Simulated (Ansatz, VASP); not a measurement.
## Two plane-wave programs on Si

Contents of INCAR:

```
SYSTEM = Si
PREC = Accurate
ENCUT = 520
EDIFF = 1E-6
ISMEAR = 0
SIGMA = 0.02
LREAL = .False.
LASPH = .True.
NELM = 100
ALGO = Fast
ISIF = 2
LWAVE = .False.
LCHARG = .False.
GGA = PE
NBANDS = 11
```

The input KPOINTS:

```
regular mesh
0
Gamma
  10 10 10
  0 0 0
```

Contents of POSCAR:

```
Si
1.0
    0.0000000000      2.7348812218      2.7348812218
    2.7348812218      0.0000000000      2.7348812218
    2.7348812218      2.7348812218      0.0000000000
Si
2
Direct
    0.5000000000      0.5000000000      0.5000000000
    0.7500000000      0.7500000000      0.7500000000
```

Input for Ansatz:

```yaml
crystal:
  lattice:
    - [0.0, 2.7348812218, 2.7348812218]
    - [2.7348812218, 0.0, 2.7348812218]
    - [2.7348812218, 2.7348812218, 0.0]
  atoms:
    - { symbol: Si, position: [0.5, 0.5, 0.5] }
    - { symbol: Si, position: [0.75, 0.75, 0.75] }
basis:
  ecutwfc: 420
kpoints:
  mp_grid: { grid: [10, 10, 10] }
  band_path: { path: [VBM, CBM], npoints: 2 }
hamiltonian:
  xc: pbe
scf:
  occupations: { method: gaussian, width: 0.02 }
output:
  forces: true
  stress: true
  eigenvalues: true
```

Alike in both runs: task single point; functional PBE; k mesh 10 × 10 × 10; occupations gaussian, width 0.02 eV; no spin polarisation.

|  | VASP | Ansatz |
| --- | --- | --- |
| version | VASP 6.6.1 | Ansatz 0.2.0 |
| potentials or method | VASP PAW PBE potentials, release 64 (Si) | scalar-relativistic, plane waves, PAW |
| plane-wave cutoff (eV) | 520 | 420 |
| valence electrons in the cell | 8 | 8 |

```csv
,VASP,Ansatz,Ansatz less VASP
gap on the k mesh at the Fermi level (eV),0.62,0.62,-0.002
least direct gap on the mesh (eV),2.56,2.55,-0.005
pressure (GPa),-0.1,0.0,+0.08
```

A k mesh can miss the band edges. A hybrid or GW would open this gap; PBE tends to underestimate it.
